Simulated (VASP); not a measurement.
# Ir (P6_3/mmc) in VASP: a series of runs

Runs on Ir. Level: r2SCAN. Tasks: single point, relaxation of cell and atoms.

All numbers are computed with VASP 6.6.1; they aren't measurements. Logs are shortened: lines on timing, memory, paths and dates and some standing lists are left out, and cuts for length are marked.

**1. The structure**

Symmetry: P6_3/mmc, No. 194, hexagonal system. Conventional cell: a = 2.727 Å, b = 2.727 Å, c = 4.422 Å, α = 90.00°, β = 90.00°, γ = 120.00°. Ir (site symmetry -6m2) has 12 Ir at 2.71 to 2.73 Å as nearest neighbours.

This isn't the form of Ir at room conditions, which is fcc.

**2. Single point, r2SCAN**

Contents of POSCAR:

```
Ir
1.0
    2.7270385748      0.0000000000      0.0000000000
   -1.3635192874      2.3616846829      0.0000000000
    0.0000000000      0.0000000000      4.4224039805
Ir
2
Direct
    0.6666666667      0.3333333333      0.7500000000
    0.3333333333      0.6666666667      0.2500000000
```

Contents of INCAR.step1:

```
ALGO = Normal
EDIFF = 1E-4
ENCUT = 520
GGA = PE
ISMEAR = 0
LASPH = True
LCHARG = False
LREAL = False
LWAVE = True
NBANDS = 16
NELM = 100
PREC = Accurate
SIGMA = 0.1
```

Contents of INCAR.step2:

```
ALGO = Normal
EDIFF = 1E-7
ENCUT = 520
ISIF = 2
ISMEAR = 0
ISTART = 1
LASPH = True
LCHARG = False
LMIXTAU = True
LREAL = False
LWAVE = False
METAGGA = R2SCAN
NBANDS = 16
NELM = 100
PREC = Accurate
SIGMA = 0.1
```

Contents of KPOINTS:

```
k-points
0
Gamma
  9 9 4
```

Potentials or basis: VASP PAW PBE potentials, release 64 (Ir).

Started as:

```sh
> cat potpaw_PBE.64/Ir/POTCAR > POTCAR
> cp INCAR.step1 INCAR
> mpirun -np 1 vasp_std > vasp.out
> cp INCAR.step2 INCAR
> mpirun -np 1 vasp_std > vasp.out
```

OUTCAR:

```text
EDIFF = 1E-7
   ENCUT = 520
   ISIF = 2
   ISMEAR = 0
   ISTART = 1
   LASPH = True
   LREAL = False
   METAGGA = R2SCAN
   NELM = 100
   PREC = Accurate

 ion  position               nearest neighbor table
   1  0.667  0.333  0.750-   2 2.71   2 2.71   2 2.71   2 2.71   2 2.71   2 2.71
   2  0.333  0.667  0.250-   1 2.71   1 2.71   1 2.71   1 2.71   1 2.71   1 2.71

  LATTYP: Found a hexagonal cell.
 ALAT       =     2.7270385748
 C/A-ratio  =     1.6216873576

  Lattice vectors:

 A1 = (   2.7270385748,   0.0000000000,   0.0000000000)
 A2 = (  -1.3635192874,   2.3616846829,   0.0000000000)
 A3 = (   0.0000000000,   0.0000000000,   4.4224039805)

Analysis of symmetry for initial positions (statically):
=====================================================================
 Subroutine PRICEL returns:
 Original cell was already a primitive cell.

 Routine SETGRP: Setting up the symmetry group for a
 hexagonal supercell.

 Subroutine GETGRP returns: Found 24 space group operations
 (whereof 12 operations were pure point group operations)
 out of a pool of 24 trial point group operations.

The static configuration has the point symmetry D_3d.
 The point group associated with its full space group is D_6h.

Analysis of symmetry for dynamics (positions and initial velocities):
=====================================================================
 Subroutine PRICEL returns:
 Original cell was already a primitive cell.

 Routine SETGRP: Setting up the symmetry group for a
 hexagonal supercell.

 Subroutine GETGRP returns: Found 24 space group operations
 (whereof 12 operations were pure point group operations)
 out of a pool of 24 trial point group operations.

The dynamic configuration has the point symmetry D_3d.
 The point group associated with its full space group is D_6h.

 Subroutine INISYM returns: Found 24 space group operations
 (whereof 12 operations are pure point group operations),
 and found     1 'primitive' translations

----------------------------------------------------------------------------------------

                                     Primitive cell

  volume of cell :      28.4821

  direct lattice vectors                    reciprocal lattice vectors
     2.727038575  0.000000000  0.000000000     0.366698150  0.211713276  0.000000000
    -1.363519287  2.361684683  0.000000000     0.000000000  0.423426551  0.000000000
     0.000000000  0.000000000  4.422403981     0.000000000  0.000000000  0.226121359

  length of vectors
     2.727038575  2.727038575  4.422403981     0.423426551  0.423426551  0.226121359

  position of ions in fractional coordinates (direct lattice)
     0.666666667  0.333333333  0.750000000
     0.333333333  0.666666667  0.250000000

  ion indices of the primitive-cell ions
   primitive index   ion index
                 1           1
                 2           2

----------------------------------------------------------------------------------------

 KPOINTS: k-points

Automatic generation of k-mesh.
 Grid dimensions read from file:
 generate k-points for:    9    9    4

 Generating k-lattice:

  Cartesian coordinates                     Fractional coordinates (reciprocal lattice)
     0.040744239  0.023523697  0.000000000     0.111111111  0.000000000  0.000000000
     0.000000000  0.047047395  0.000000000     0.000000000  0.111111111  0.000000000
     0.000000000  0.000000000  0.056530340     0.000000000  0.000000000  0.250000000

  Length of vectors
     0.047047395  0.047047395  0.056530340

  Shift w.r.t. Gamma in fractional coordinates (k-lattice)
     0.000000000  0.000000000  0.000000000

 Subroutine IBZKPT returns following result:
 ===========================================

 Found     36 irreducible k-points:

 Following reciprocal coordinates:
            Coordinates               Weight
  0.000000  0.000000  0.000000      1.000000
  0.111111  0.000000  0.000000      6.000000
  0.222222  0.000000  0.000000      6.000000
  0.333333  0.000000  0.000000      6.000000
  0.444444  0.000000  0.000000      6.000000
  0.111111  0.111111  0.000000      6.000000
[... 16 lines left out ...]
  0.333333  0.222222  0.250000     24.000000
  0.333333  0.333333  0.250000      4.000000
 [... further k-points ...]
   k-points           NKPTS =     36   k-points in BZ     NKDIM =     36   number of bands    NBANDS=     16
   number of dos      NEDOS =    301   number of ions     NIONS =      2
   total plane-waves  NPLWV =  14400
   dimension x,y,z NGX =    20 NGY =   20 NGZ =   36
   dimension x,y,z NGXF=    40 NGYF=   40 NGZF=   72
   ions per type =               2
   NGX,Y,Z   is equivalent  to a cutoff of  12.19, 12.19, 13.53 a.u.
   NGXF,Y,Z  is equivalent  to a cutoff of  24.38, 24.38, 27.07 a.u.
 SYSTEM =  unknown system
   PREC   = accura    normal or accurate (medium, high low for compatibility)
   ISTART =      1    job   : 0-new  1-cont  2-samecut
   ICHARG =      0    charge: 1-file 2-atom 10-const
   ISPIN  =      1    spin polarized calculation?
   LNONCOLLINEAR =      F non collinear calculations
   LSORBIT =      F    spin-orbit coupling
   LASPH  =      T    aspherical Exc in radial PAW
   ENCUT  =  520.0 eV  38.22 Ry    6.18 a.u.   5.07  5.07  8.22*2*pi/ulx,y,z
   NELM   =    100;   NELMIN=  2; NELMDL=  0     # of ELM steps
   EDIFF  = 0.1E-06   stopping-criterion for ELM
   LREAL  =      F    real-space projection
   EDIFFG = 0.1E-05   stopping-criterion for IOM
   NSW    =      0    number of steps for IOM
   IBRION =     -1    ionic relax: 0-MD 1-quasi-New 2-CG
   NFREE  =      0    steps in history (QN), initial steepest desc. (CG)
   ISIF   =      2    stress and relaxation
   ISYM   =      2    0-nonsym 1-usesym 2-fastsym
   POTIM  = 0.5000    time-step for ionic-motion
   TEBEG  =    0.0;   TEEND  =   0.0 temperature during run
   PSTRESS=    0.0 pullay stress
   NELECT =      18.0000    total number of electrons
   NUPDOWN=      -1.0000    fix difference up-down
   EMIN   =  10.00;   EMAX   =-10.00  energy-range for DOS
   EFERMI =   0.00;   METHOD = LEGACY
   ISMEAR =     0;   SIGMA  =   0.10  broadening in eV -4-tet -1-fermi 0-gaus
   EFERMI_NEDOS =   21; number of points for ismear=-14 and -15
   IALGO  =     38    algorithm
   IMIX   =      4    mixing-type and parameters
     AMIX     =   0.40;   BMIX     =  1.00
     AMIX_MAG =   1.60;   BMIX_MAG =  1.00
  volume/ion in A,a.u.               =      14.24        96.10
  Fermi-wavevector in a.u.,A,eV,Ry     =   1.404888  2.654854 26.853970  1.973711
  Thomas-Fermi vector in A             =   2.527405
   LORBIT       =      0    0 simple, 1 ext, 2 COOP (PROOUT), +10 PAW based schemes
   METAGGA = R2SCAN    functional components
   LHFCALC =     F    Hartree Fock is set to
   AEXX    =    0.0000 exact exchange contribution
   IVDW    =     0    specifies the selected vdW correction
   LEPSILON=     F    determine dielectric tensor
   LRPA    =     F    only Hartree local field effects (RPA)
 non-spin polarized calculation
 Gauss-broadening in eV      SIGMA  =   0.10
  energy-cutoff  :      520.00
  volume of cell :       28.48
 maximum number of plane-waves:       780
   NGX = 11   NGY = 11   NGZ = 17

 number of electron      18.0000000 magnetization

 Free energy of the ion-electron system (eV)
  ---------------------------------------------------
  ext. energy  EPLUGINS =         0.00000000
  ---------------------------------------------------
  free energy    TOTEN  =      -104.60933056 eV

  energy without entropy =     -104.60365482  energy(sigma->0) =     -104.60649269

 E-fermi :  10.1045     XC(G=0): -15.2906

 val. band max:        9.9944681411   @ k =   0.3333   0.1111   0.2500
 cond. band min:      10.1605077488   @ k =   0.3333   0.3333   0.0000
 fundamental gap:      0.1660396076
 Fermi energy:        10.1044551876

 k-point     1 :       0.0000    0.0000    0.0000
  band No.  band energies     occupation
      1      -1.3995      2.00000
      2       1.7356      2.00000
      3       6.1296      2.00000
      4       6.2328      2.00000
      5       6.2328      2.00000
      6       6.9060      2.00000
[... 8 lines left out ...]
     15      27.5043      0.00000
     16      28.5688      0.00000

 k-point     2 :       0.1111    0.0000    0.0000
  band No.  band energies     occupation
      1      -0.9051      2.00000
      2       2.1644      2.00000
      3       5.5437      2.00000
      4       6.5857      2.00000
      5       6.6505      2.00000
      6       6.8166      2.00000
[... 8 lines left out ...]
     15      28.1083      0.00000
     16      29.1308      0.00000

 k-point     3 :       0.2222    0.0000    0.0000
  band No.  band energies     occupation
      1       0.3973      2.00000
      2       2.9642      2.00000
      3       5.0593      2.00000
      4       5.2405      2.00000
      5       6.1309      2.00000
      6       6.8320      2.00000
[... 8 lines left out ...]
     15      27.6307      0.00000
     16      27.7367      0.00000

 k-point     4 :       0.3333    0.0000    0.0000
  band No.  band energies     occupation
      1       1.8054      2.00000
      2       2.8369      2.00000
      3       3.8747      2.00000
      4       5.5304      2.00000
      5       6.2785      2.00000
      6       6.4363      2.00000
[... 8 lines left out ...]
     15      24.7267      0.00000
     16      25.7942      0.00000
[... 324 lines left out ...]
 k-point    22 :       0.2222    0.2222    0.2500
  band No.  band energies     occupation
      1       2.8647      2.00000
      2       3.3611      2.00000
      3       4.2968      2.00000
      4       4.6896      2.00000
      5       6.0039      2.00000
      6       6.1405      2.00000
[... 8 lines left out ...]
     15      23.6161      0.00000
     16      25.9024      0.00000

 k-point    23 :       0.3333    0.2222    0.2500
  band No.  band energies     occupation
      1       2.9162      2.00000
      2       3.8511      2.00000
      3       4.0595      2.00000
      4       4.6675      2.00000
      5       5.5730      2.00000
      6       6.5705      2.00000
[... 8 lines left out ...]
     15      22.0152      0.00000
     16      24.8532      0.00000

 k-point    24 :       0.3333    0.3333    0.2500
  band No.  band energies     occupation
      1       3.6105      2.00000
      2       3.8825      2.00000
      3       3.8825      2.00000
      4       4.9402      2.00000
      5       5.8374      2.00000
      6       5.8374      2.00000
[... 8 lines left out ...]
     15      21.2476      0.00000
     16      22.4407      0.00000

 [... further k-points ...]

------------------------ aborting loop because EDIFF is reached ----------------------------------------

  FORCE on cell =-STRESS in cart. coord.  units (eV):
  Direction    XX          YY          ZZ          XY          YZ          ZX
  --------------------------------------------------------------------------------------
  -------------------------------------------------------------------------------------
  Total        0.4365280      0.4365280      0.4638293      0.0000000     -0.0000000      0.0000000
  in kB       24.5556288     24.5556288     26.0913841      0.0000000     -0.0000000      0.0000000
  external PRESSURE =      25.0675472 kB  Pullay stress =       0.0000000 kB

 VOLUME and BASIS-vectors are now :
 -----------------------------------------------------------------------------
  energy-cutoff  :      520.00
  volume of cell :       28.48
      direct lattice vectors                 reciprocal lattice vectors
     2.727038575  0.000000000  0.000000000     0.366698150  0.211713276  0.000000000
    -1.363519287  2.361684683  0.000000000     0.000000000  0.423426551  0.000000000
     0.000000000  0.000000000  4.422403981     0.000000000  0.000000000  0.226121359

 POSITION                                       TOTAL-FORCE (eV/Angst)
 -----------------------------------------------------------------------------------
      1.36352      0.78723      3.31680        -0.000000      0.000000      0.000000
     -0.00000      1.57446      1.10560         0.000000     -0.000000      0.000000
 -----------------------------------------------------------------------------------
    total drift:                                0.000000     -0.000000     -0.000000

  FREE ENERGIE OF THE ION-ELECTRON SYSTEM (eV)
  ---------------------------------------------------
  free  energy   TOTEN  =      -104.6093305612 eV

  energy  without entropy=     -104.6036548204  energy(sigma->0) =     -104.60649269
```

Run time: 45 s. Hardware: 1 thread of Intel Xeon Platinum 8488C (Sapphire Rapids), shared host; peak memory 0.15 GiB.

Results:

```yaml
Free_energy: -104.6093 eV
Pressure: 2.5 GPa
Band_gap_on_the_k_mesh: none (metal or under the smearing width)
```

Caveat: the PAW data sets were made with another functional, which shifts forces and pressure a little.

**3. Relaxation of cell and atoms, r2SCAN**

This run uses another cell than the first one, of 14.63 Å³/atom, 1.027 times its volume.

Contents of POSCAR:

```
Ir
1.0
    2.7513778946      0.0000000000      0.0000000000
   -1.3756889473      2.3827631521      0.0000000000
    0.0000000000      0.0000000000      4.4622900000
Ir
2
Direct
    0.6666666700      0.3333333300      0.7500000000
    0.3333333300      0.6666666700      0.2500000000
```

Contents of INCAR.step1:

```
SYSTEM = Ir
  PREC = Accurate
  ENCUT = 600
  ISMEAR = 0
  SIGMA = 0.1
  LREAL = .FALSE.
  LASPH = .TRUE.
  NELM = 100
  GGA = PE
  ALGO = Normal
  EDIFF = 1E-4
  LWAVE = .TRUE.
  LCHARG = .FALSE.
```

Contents of INCAR.step2:

```
SYSTEM = Ir
  PREC = Accurate
  ENCUT = 600
  EDIFF = 1E-6
  ISMEAR = 0
  SIGMA = 0.1
  LREAL = .FALSE.
  LASPH = .TRUE.
  NELM = 100
  ALGO = Normal
  ISIF = 3
  LWAVE = .FALSE.
  LCHARG = .FALSE.
  METAGGA = R2SCAN
  LMIXTAU = .TRUE.
  IBRION = 2
  NSW = 100
  EDIFFG = -0.05
  ISTART = 1
```

Contents of KPOINTS:

```
regular mesh
0
G
  9 9 4
  0 0 0
```

Potentials or basis: VASP PAW PBE potentials, release 64 (Ir).

Started as:

```sh
> cat potpaw_PBE.64/Ir/POTCAR > POTCAR
> cp INCAR.step1 INCAR
> mpirun -np 1 vasp_std > vasp.out
> cp INCAR.step2 INCAR
> mpirun -np 1 vasp_std > vasp.out
```

Wall time 2.1 min (1 thread of Intel Xeon Platinum 8488C (Sapphire Rapids), shared host); peak memory 0.17 GiB.

Results (log left out):

```
Free energy                            : -104.6105 eV
Relaxed volume                         : 14.35 Å³/atom
Relaxed cell                           : a = 2.734 Å, b = 2.734 Å, c = 4.433 Å, α = 90.00°, β = 90.00°, γ = 120.00°
Space group after relaxing (to 0.05 Å) : P6_3/mmc (No. 194)
Energy gained by relaxing              : 6.7 meV/atom
Ionic steps                            : 3
Pressure after relaxing                : -0.2 GPa
Band gap on the k mesh                 : none (metal or under the smearing width)
```

Stress tensor (GPa, compression positive):
```
-0.27  0.00  0.00
 0.00 -0.27  0.00
 0.00  0.00 -0.16
```

Step by step:
```tsv
step	energy change (eV)	largest force (eV/Å)	pressure (GPa)	volume (Å³)
1	0.0000	0.0000	-7.17	29.25
2	0.1975	0.0000	34.77	26.57
3	-0.0134	0.0000	-0.23	28.69
```

Final structure:
```
Ir
1.0
     2.73372    0.00000    0.00000
    -1.36686    2.36747    0.00000
     0.00000    0.00000    4.43299
Ir
2
Direct
  0.66667 0.33333 0.75000
  0.33333 0.66667 0.25000
```

Levels at points of the mesh, in eV from the Fermi level:
| k point | band 7 | band 8 | band 9 | band 10 | band 11 | band 12 |
| --- | --- | --- | --- | --- | --- | --- |
| (0.00, 0.00, 0.00) | -3.16 | -2.35 | -2.35 | -0.66 | 0.36 | 0.36 |
| (0.00, 0.00, 0.50) | -3.96 | -3.96 | -0.40 | -0.40 | -0.40 | -0.40 |

Caveat: the PAW data sets were made with another functional, which shifts forces and pressure a little; the relaxation stopped at a loose force limit of 0.05 eV/Å, so its end isn't a converged minimum.

**4. Single point, r2SCAN**

This run uses another cell than the first one, of 14.69 Å³/atom, 1.032 times its volume.

Contents of POSCAR:

```
Ir
1.0
    2.7569774136      0.0000000000      0.0000000000
   -1.3784887068      2.3876124778      0.0000000000
    0.0000000000      0.0000000000      4.4633985364
Ir
2
Direct
    0.6666666667      0.3333333333      0.7500000000
    0.3333333333      0.6666666667      0.2500000000
```

Contents of INCAR.step1:

```
SYSTEM = Ir
  ALGO = Normal
  EDIFF = 1E-4
  ENCUT = 520
  GGA = PE
  ISMEAR = 0
  LASPH = .TRUE.
  LCHARG = .FALSE.
  LREAL = .FALSE.
  LWAVE = .TRUE.
  NBANDS = 16
  NELM = 100
  PREC = Accurate
  SIGMA = 0.1
```

Contents of INCAR.step2:

```
SYSTEM = Ir
  ALGO = Normal
  EDIFF = 1E-6
  ENCUT = 520
  ISIF = 2
  ISMEAR = 0
  ISTART = 1
  LASPH = .TRUE.
  LCHARG = .FALSE.
  LMIXTAU = .TRUE.
  LREAL = .FALSE.
  LWAVE = .FALSE.
  METAGGA = R2SCAN
  NBANDS = 16
  NELM = 100
  PREC = Accurate
  SIGMA = 0.1
```

Contents of KPOINTS:

```
k-points
0
G
  18 18 10
  0 0 0
```

Started as:

```sh
> cat potpaw_PBE.64/Ir/POTCAR > POTCAR
> cp INCAR.step1 INCAR
> mpirun -np 1 vasp_std > vasp.out
> cp INCAR.step2 INCAR
> mpirun -np 1 vasp_std > vasp.out
```

It took 4.3 min on 1 thread of Intel Xeon Platinum 8488C (Sapphire Rapids), shared host; peak memory 0.23 GiB.

Results (log left out):

* Free energy: -104.5456 eV
* Pressure: -8.1 GPa
* Band gap on the k mesh: none (metal or under the smearing width)

Stress tensor (GPa, compression positive):
```
-8.19  0.00  0.00
 0.00 -8.19  0.00
 0.00  0.00 -8.04
```

Levels at points of the mesh, in eV from the Fermi level:
| k point | band 7 | band 8 | band 9 | band 10 | band 11 | band 12 |
| --- | --- | --- | --- | --- | --- | --- |
| (0.00, 0.00, 0.00) | -3.14 | -2.38 | -2.38 | -0.68 | 0.25 | 0.25 |
| (0.50, 0.00, 0.00) | -2.94 | 0.66 | 0.92 | 1.07 | 2.93 | 4.42 |
| (0.00, 0.00, 0.50) | -3.92 | -3.92 | -0.49 | -0.49 | -0.49 | -0.49 |
| (0.50, 0.00, 0.50) | -0.92 | -0.92 | 0.91 | 0.91 | 2.04 | 2.04 |

Caveat: the PAW data sets were made with another functional, which shifts forces and pressure a little. The run has no spin-orbit coupling, so splittings on Ir are missing.

**5. Summary**

| task | cell | k mesh | cutoff (eV) | gap on the mesh (eV) | pressure (GPa) |
| --- | --- | --- | --- | --- | --- |
| single point | P6_3/mmc, 14.24 Å³/atom | 9 × 9 × 4 | 520 | none | 2.5 |
| relaxation of cell and atoms | relaxed | 9 × 9 × 4 | 600 | none | -0.2 |
| single point | P6_3/mmc, 14.69 Å³/atom | 18 × 18 × 10 | 520 | none | -8.1 |

Alike in all rows: level r2SCAN; potentials or basis VASP PAW PBE potentials, release 64 (Ir); no spin polarisation; smearing gaussian 0.1 eV.

Caveats: the PAW data sets were made with another functional, which shifts forces and pressure a little; the relaxation stopped at a loose force limit of 0.05 eV/Å, so its end isn't a converged minimum (some runs).

Total energies depend on the potentials used, so only differences within one code and one set of settings carry meaning.
